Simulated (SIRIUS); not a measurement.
# BAs (F-43m) in SIRIUS: further runs, part 3 of 4

SIRIUS 7.12.0.

## Step 5: Equation of state, RPBE, 13.63 Å³/atom

File sirius.json:

```json
{
  "control": {
    "processing_unit": "cpu",
    "std_evp_solver_name": "lapack",
    "gen_evp_solver_name": "lapack",
    "verbosity": 2,
    "print_forces": false,
    "ortho_rf": true,
    "use_second_variation": true,
    "rmt_max": 3.0,
    "num_bands_to_print": 21,
    "save_wf": true
  },
  "parameters": {
    "electronic_structure_method": "full_potential_lapwlo",
    "xc_functionals": ["XC_GGA_X_RPBE", "XC_GGA_C_PBE"],
    "core_relativity": "dirac",
    "valence_relativity": "iora",
    "num_fv_states": 21,
    "smearing": "fermi_dirac",
    "smearing_width": 0.0018374661,
    "pw_cutoff": 21,
    "gk_cutoff": 4.09,
    "lmax_apw": 10,
    "lmax_rho": 8,
    "lmax_pot": 8,
    "num_mag_dims": 0,
    "auto_rmt": 0,
    "ngridk": [10, 10, 10],
    "shiftk": [0, 0, 0],
    "num_dft_iter": 80,
    "energy_tol": 1e-07,
    "density_tol": 1e-05,
    "use_symmetry": true
  },
  "settings": {"tol_ne": 1e-10},
  "iterative_solver": {"type": "exact"},
  "mixer": {"type": "anderson", "beta": 0.5, "max_history": 8},
  "unit_cell": {
    "lattice_vectors": [[0.0, 4.5136108487, 4.5136108487], [4.5136108487, 0.0, 4.5136108487], [4.5136108487, 4.5136108487, 0.0]],
    "atom_types": ["As", "B"],
    "atom_files": {"As": "As.json", "B": "B.json"},
    "atoms": {"As": [[0.75, 0.75, 0.75]], "B": [[0.0, 0.0, 0.0]]}
  }
}
```

File As.json:

```json
{
  "name": "arsenic",
  "symbol": "As",
  "number": 33,
  "mass": 74.9216,
  "rmin": 1e-06,
  "rmt": 2.18,
  "nrmt": 800,
  "rinf": 15.07,
  "core": "1s2s2p",
  "valence": [
    {"basis": [{"enu": 0.09, "dme": 0, "n": 0, "auto": 0}, {"enu": 0.09, "dme": 1, "n": 0, "auto": 0}]},
    {"l": 0, "n": 1, "basis": [{"enu": 0.0686, "dme": 0, "n": 0, "auto": 0}]},
    {"l": 1, "n": 2, "basis": [{"enu": 0.19, "dme": 0, "n": 0, "auto": 0}]},
    {"l": 2, "n": 3, "basis": [{"enu": 0.19, "dme": 0, "n": 0, "auto": 0}]},
    {"l": 3, "n": 4, "basis": [{"enu": 0.19, "dme": 0, "n": 0, "auto": 0}]}
  ],
  "lo": [
    {
      "l": 0,
      "basis": [{"enu": 0.0686, "dme": 0, "n": 0, "auto": 0}, {"enu": 0.0686, "dme": 1, "n": 0, "auto": 0}]
    },
    {
      "l": 0,
      "basis": [{"enu": 0.0686, "dme": 1, "n": 0, "auto": 0}, {"enu": 0.0686, "dme": 2, "n": 0, "auto": 0}]
    },
    {
      "l": 0,
      "basis": [{"enu": -6.5608, "dme": 0, "n": 3, "auto": 1}, {"enu": -6.5608, "dme": 1, "n": 3, "auto": 1}]
    },
    {
      "l": 0,
      "basis": [{"enu": 0.0686, "dme": 0, "n": 0, "auto": 0}, {"enu": 2.5936, "dme": 0, "n": 0, "auto": 0}]
    },
    {"l": 1, "basis": [{"enu": 0.19, "dme": 0, "n": 0, "auto": 0}, {"enu": 0.19, "dme": 1, "n": 0, "auto": 0}]},
    {
      "l": 1,
      "basis": [{"enu": -4.5109, "dme": 0, "n": 3, "auto": 1}, {"enu": -4.5109, "dme": 1, "n": 3, "auto": 1}]
    },
    {
      "l": 1,
      "basis": [{"enu": -4.5109, "dme": 1, "n": 3, "auto": 1}, {"enu": 0.19, "dme": 0, "n": 0, "auto": 0}]
    },
    {"l": 1, "basis": [{"enu": 0.19, "dme": 0, "n": 0, "auto": 0}, {"enu": 4.0617, "dme": 0, "n": 0, "auto": 0}]},
    {"l": 2, "basis": [{"enu": 0.19, "dme": 0, "n": 0, "auto": 0}, {"enu": 0.19, "dme": 1, "n": 0, "auto": 0}]},
    {
      "l": 2,
      "basis": [{"enu": -1.1185, "dme": 0, "n": 3, "auto": 1}, {"enu": -1.1185, "dme": 1, "n": 3, "auto": 1}]
    },
    {
      "l": 2,
      "basis": [{"enu": -1.1185, "dme": 1, "n": 3, "auto": 1}, {"enu": 0.19, "dme": 0, "n": 0, "auto": 0}]
    },
    {"l": 2, "basis": [{"enu": 0.19, "dme": 0, "n": 0, "auto": 0}, {"enu": 4.5667, "dme": 0, "n": 0, "auto": 0}]},
    {"l": 3, "basis": [{"enu": 0.19, "dme": 0, "n": 0, "auto": 0}, {"enu": 0.19, "dme": 1, "n": 0, "auto": 0}]},
    {"l": 3, "basis": [{"enu": 0.19, "dme": 0, "n": 0, "auto": 0}, {"enu": 3.8513, "dme": 0, "n": 0, "auto": 0}]}
  ],
  "free_atom": [... radial grid and density of the free atom, the start of the SCF ...]
}
```

File B.json:

```json
{
  "name": "boron",
  "symbol": "B",
  "number": 5,
  "mass": 10.811,
  "rmin": 1e-06,
  "rmt": 1.59,
  "nrmt": 800,
  "rinf": 17.81,
  "core": "",
  "valence": [
    {"basis": [{"enu": 0.09, "dme": 0, "n": 0, "auto": 0}, {"enu": 0.09, "dme": 1, "n": 0, "auto": 0}]},
    {"l": 0, "n": 1, "basis": [{"enu": 0.1359, "dme": 0, "n": 0, "auto": 0}]},
    {"l": 1, "n": 2, "basis": [{"enu": 0.19, "dme": 0, "n": 0, "auto": 0}]},
    {"l": 2, "n": 3, "basis": [{"enu": 0.19, "dme": 0, "n": 0, "auto": 0}]},
    {"l": 3, "n": 4, "basis": [{"enu": 0.19, "dme": 0, "n": 0, "auto": 0}]}
  ],
  "lo": [
    {
      "l": 0,
      "basis": [{"enu": 0.1359, "dme": 0, "n": 0, "auto": 0}, {"enu": 0.1359, "dme": 1, "n": 0, "auto": 0}]
    },
    {
      "l": 0,
      "basis": [{"enu": 0.1359, "dme": 1, "n": 0, "auto": 0}, {"enu": 0.1359, "dme": 2, "n": 0, "auto": 0}]
    },
    {
      "l": 0,
      "basis": [{"enu": -6.2364, "dme": 0, "n": 1, "auto": 1}, {"enu": -6.2364, "dme": 1, "n": 1, "auto": 1}]
    },
    {
      "l": 0,
      "basis": [{"enu": 0.1359, "dme": 0, "n": 0, "auto": 0}, {"enu": 4.8825, "dme": 0, "n": 0, "auto": 0}]
    },
    {"l": 1, "basis": [{"enu": 0.19, "dme": 0, "n": 0, "auto": 0}, {"enu": 0.19, "dme": 1, "n": 0, "auto": 0}]},
    {"l": 1, "basis": [{"enu": 0.19, "dme": 1, "n": 0, "auto": 0}, {"enu": 0.19, "dme": 2, "n": 0, "auto": 0}]},
    {"l": 1, "basis": [{"enu": 0.19, "dme": 0, "n": 0, "auto": 0}, {"enu": 5.6486, "dme": 0, "n": 0, "auto": 0}]},
    {"l": 2, "basis": [{"enu": 0.19, "dme": 0, "n": 0, "auto": 0}, {"enu": 0.19, "dme": 1, "n": 0, "auto": 0}]},
    {"l": 2, "basis": [{"enu": 0.19, "dme": 1, "n": 0, "auto": 0}, {"enu": 0.19, "dme": 2, "n": 0, "auto": 0}]},
    {"l": 2, "basis": [{"enu": 0.19, "dme": 0, "n": 0, "auto": 0}, {"enu": 6.3606, "dme": 0, "n": 0, "auto": 0}]},
    {"l": 3, "basis": [{"enu": 0.19, "dme": 0, "n": 0, "auto": 0}, {"enu": 0.19, "dme": 1, "n": 0, "auto": 0}]}
  ],
  "free_atom": [... radial grid and density of the free atom, the start of the SCF ...]
}
```

File sirius_start.json:

```json
{
  "control": {
    "processing_unit": "cpu",
    "std_evp_solver_name": "lapack",
    "gen_evp_solver_name": "lapack",
    "verbosity": 1,
    "print_forces": false,
    "ortho_rf": true,
    "use_second_variation": true,
    "rmt_max": 3.0,
    "num_bands_to_print": 21,
    "save_wf": false
  },
  "parameters": {
    "electronic_structure_method": "full_potential_lapwlo",
    "xc_functionals": ["XC_LDA_X", "XC_LDA_C_PW"],
    "core_relativity": "dirac",
    "valence_relativity": "iora",
    "num_fv_states": 21,
    "smearing": "fermi_dirac",
    "smearing_width": 0.0055123983,
    "pw_cutoff": 21,
    "gk_cutoff": 3.27,
    "lmax_apw": 10,
    "lmax_rho": 8,
    "lmax_pot": 8,
    "num_mag_dims": 0,
    "auto_rmt": 0,
    "ngridk": [4, 4, 4],
    "shiftk": [0, 0, 0],
    "num_dft_iter": 30,
    "energy_tol": 0.01,
    "density_tol": 0.05,
    "use_symmetry": true
  },
  "settings": {"tol_ne": 1e-10},
  "iterative_solver": {"type": "exact"},
  "mixer": {"type": "anderson", "beta": 0.5, "max_history": 8},
  "unit_cell": {
    "lattice_vectors": [[0.0, 4.5136108487, 4.5136108487], [4.5136108487, 0.0, 4.5136108487], [4.5136108487, 4.5136108487, 0.0]],
    "atom_types": ["As", "B"],
    "atom_files": {"As": "As.json", "B": "B.json"},
    "atoms": {"As": [[0.75, 0.75, 0.75]], "B": [[0.0, 0.0, 0.0]]}
  }
}
```

Run with:

```bash
$ OMP_NUM_THREADS=1 sirius.scf --input=sirius_start.json --output=start.json
$ OMP_NUM_THREADS=1 sirius.scf --input=sirius.json --output=output.json --task=1
```

Run time: 47 s. Hardware: 1 thread of Arm Neoverse V1, shared host; peak memory 0.44 GiB.

It converged, with:

- Free energy: -62210.3519 eV
- Band gap on the k mesh: 1.22 eV, indirect (least direct gap 3.28 eV)
- All electrons inside the program's atomic spheres: As 31.06; B 3.47 (radii As 2.18, B 1.59 bohr)

## Step 6: Equation of state, RPBE, 13.90 Å³/atom (volume scaled by 1.02)

Changes to sirius.json since step 5:

```diff
@@ -39,3 +39,3 @@
   "unit_cell": {
-    "lattice_vectors": [[0.0, 4.5136108487, 4.5136108487], [4.5136108487, 0.0, 4.5136108487], [4.5136108487, 4.5136108487, 0.0]],
+    "lattice_vectors": [[0.0, 4.5435031824, 4.5435031824], [4.5435031824, 0.0, 4.5435031824], [4.5435031824, 4.5435031824, 0.0]],
     "atom_types": ["As", "B"],
```

File As.json:

```json
{
  "name": "arsenic",
  "symbol": "As",
  "number": 33,
  "mass": 74.9216,
  "rmin": 1e-06,
  "rmt": 2.18,
  "nrmt": 800,
  "rinf": 15.07,
  "core": "1s2s2p",
  "valence": [
    {"basis": [{"enu": 0.08, "dme": 0, "n": 0, "auto": 0}, {"enu": 0.08, "dme": 1, "n": 0, "auto": 0}]},
    {"l": 0, "n": 1, "basis": [{"enu": 0.0586, "dme": 0, "n": 0, "auto": 0}]},
    {"l": 1, "n": 2, "basis": [{"enu": 0.18, "dme": 0, "n": 0, "auto": 0}]},
    {"l": 2, "n": 3, "basis": [{"enu": 0.18, "dme": 0, "n": 0, "auto": 0}]},
    {"l": 3, "n": 4, "basis": [{"enu": 0.18, "dme": 0, "n": 0, "auto": 0}]}
  ],
  "lo": [
    {
      "l": 0,
      "basis": [{"enu": 0.0586, "dme": 0, "n": 0, "auto": 0}, {"enu": 0.0586, "dme": 1, "n": 0, "auto": 0}]
    },
    {
      "l": 0,
      "basis": [{"enu": 0.0586, "dme": 1, "n": 0, "auto": 0}, {"enu": 0.0586, "dme": 2, "n": 0, "auto": 0}]
    },
    {
      "l": 0,
      "basis": [{"enu": -6.5708, "dme": 0, "n": 3, "auto": 1}, {"enu": -6.5708, "dme": 1, "n": 3, "auto": 1}]
    },
    {
      "l": 0,
      "basis": [{"enu": 0.0586, "dme": 0, "n": 0, "auto": 0}, {"enu": 2.5836, "dme": 0, "n": 0, "auto": 0}]
    },
    {"l": 1, "basis": [{"enu": 0.18, "dme": 0, "n": 0, "auto": 0}, {"enu": 0.18, "dme": 1, "n": 0, "auto": 0}]},
    {
      "l": 1,
      "basis": [{"enu": -4.5209, "dme": 0, "n": 3, "auto": 1}, {"enu": -4.5209, "dme": 1, "n": 3, "auto": 1}]
    },
    {
      "l": 1,
      "basis": [{"enu": -4.5209, "dme": 1, "n": 3, "auto": 1}, {"enu": 0.18, "dme": 0, "n": 0, "auto": 0}]
    },
    {"l": 1, "basis": [{"enu": 0.18, "dme": 0, "n": 0, "auto": 0}, {"enu": 4.0517, "dme": 0, "n": 0, "auto": 0}]},
    {"l": 2, "basis": [{"enu": 0.18, "dme": 0, "n": 0, "auto": 0}, {"enu": 0.18, "dme": 1, "n": 0, "auto": 0}]},
    {
      "l": 2,
      "basis": [{"enu": -1.1285, "dme": 0, "n": 3, "auto": 1}, {"enu": -1.1285, "dme": 1, "n": 3, "auto": 1}]
    },
    {
      "l": 2,
      "basis": [{"enu": -1.1285, "dme": 1, "n": 3, "auto": 1}, {"enu": 0.18, "dme": 0, "n": 0, "auto": 0}]
    },
    {"l": 2, "basis": [{"enu": 0.18, "dme": 0, "n": 0, "auto": 0}, {"enu": 4.5567, "dme": 0, "n": 0, "auto": 0}]},
    {"l": 3, "basis": [{"enu": 0.18, "dme": 0, "n": 0, "auto": 0}, {"enu": 0.18, "dme": 1, "n": 0, "auto": 0}]},
    {"l": 3, "basis": [{"enu": 0.18, "dme": 0, "n": 0, "auto": 0}, {"enu": 3.8413, "dme": 0, "n": 0, "auto": 0}]}
  ],
  "free_atom": [... radial grid and density of the free atom, the start of the SCF ...]
}
```

File B.json:

```json
{
  "name": "boron",
  "symbol": "B",
  "number": 5,
  "mass": 10.811,
  "rmin": 1e-06,
  "rmt": 1.59,
  "nrmt": 800,
  "rinf": 17.81,
  "core": "",
  "valence": [
    {"basis": [{"enu": 0.08, "dme": 0, "n": 0, "auto": 0}, {"enu": 0.08, "dme": 1, "n": 0, "auto": 0}]},
    {"l": 0, "n": 1, "basis": [{"enu": 0.1259, "dme": 0, "n": 0, "auto": 0}]},
    {"l": 1, "n": 2, "basis": [{"enu": 0.18, "dme": 0, "n": 0, "auto": 0}]},
    {"l": 2, "n": 3, "basis": [{"enu": 0.18, "dme": 0, "n": 0, "auto": 0}]},
    {"l": 3, "n": 4, "basis": [{"enu": 0.18, "dme": 0, "n": 0, "auto": 0}]}
  ],
  "lo": [
    {
      "l": 0,
      "basis": [{"enu": 0.1259, "dme": 0, "n": 0, "auto": 0}, {"enu": 0.1259, "dme": 1, "n": 0, "auto": 0}]
    },
    {
      "l": 0,
      "basis": [{"enu": 0.1259, "dme": 1, "n": 0, "auto": 0}, {"enu": 0.1259, "dme": 2, "n": 0, "auto": 0}]
    },
    {
      "l": 0,
      "basis": [{"enu": -6.2464, "dme": 0, "n": 1, "auto": 1}, {"enu": -6.2464, "dme": 1, "n": 1, "auto": 1}]
    },
    {
      "l": 0,
      "basis": [{"enu": 0.1259, "dme": 0, "n": 0, "auto": 0}, {"enu": 4.8725, "dme": 0, "n": 0, "auto": 0}]
    },
    {"l": 1, "basis": [{"enu": 0.18, "dme": 0, "n": 0, "auto": 0}, {"enu": 0.18, "dme": 1, "n": 0, "auto": 0}]},
    {"l": 1, "basis": [{"enu": 0.18, "dme": 1, "n": 0, "auto": 0}, {"enu": 0.18, "dme": 2, "n": 0, "auto": 0}]},
    {"l": 1, "basis": [{"enu": 0.18, "dme": 0, "n": 0, "auto": 0}, {"enu": 5.6386, "dme": 0, "n": 0, "auto": 0}]},
    {"l": 2, "basis": [{"enu": 0.18, "dme": 0, "n": 0, "auto": 0}, {"enu": 0.18, "dme": 1, "n": 0, "auto": 0}]},
    {"l": 2, "basis": [{"enu": 0.18, "dme": 1, "n": 0, "auto": 0}, {"enu": 0.18, "dme": 2, "n": 0, "auto": 0}]},
    {"l": 2, "basis": [{"enu": 0.18, "dme": 0, "n": 0, "auto": 0}, {"enu": 6.3506, "dme": 0, "n": 0, "auto": 0}]},
    {"l": 3, "basis": [{"enu": 0.18, "dme": 0, "n": 0, "auto": 0}, {"enu": 0.18, "dme": 1, "n": 0, "auto": 0}]}
  ],
  "free_atom": [... radial grid and density of the free atom, the start of the SCF ...]
}
```

Changes to sirius_start.json since step 5:

```diff
@@ -39,3 +39,3 @@
   "unit_cell": {
-    "lattice_vectors": [[0.0, 4.5136108487, 4.5136108487], [4.5136108487, 0.0, 4.5136108487], [4.5136108487, 4.5136108487, 0.0]],
+    "lattice_vectors": [[0.0, 4.5435031824, 4.5435031824], [4.5435031824, 0.0, 4.5435031824], [4.5435031824, 4.5435031824, 0.0]],
     "atom_types": ["As", "B"],
```

Potentials or basis: all-electron FP-LAPW, apw+lo standard.

Run with:

```bash
$ OMP_NUM_THREADS=1 sirius.scf --input=sirius_start.json --output=start.json
$ OMP_NUM_THREADS=1 sirius.scf --input=sirius.json --output=output.json --task=1
```

It took 48 s on 1 thread of Arm Neoverse V1, shared host; peak memory 0.44 GiB.

The run converged. Its results:

| Item | Value |
| --- | --- |
| Free energy | -62210.3654 eV |
| Band gap on the k mesh | 1.24 eV, indirect (least direct gap 3.26 eV) |
| All electrons inside the program's atomic spheres | As 31.04; B 3.45 (radii As 2.18, B 1.59 bohr) |

(Continued in part 4 of 4.)
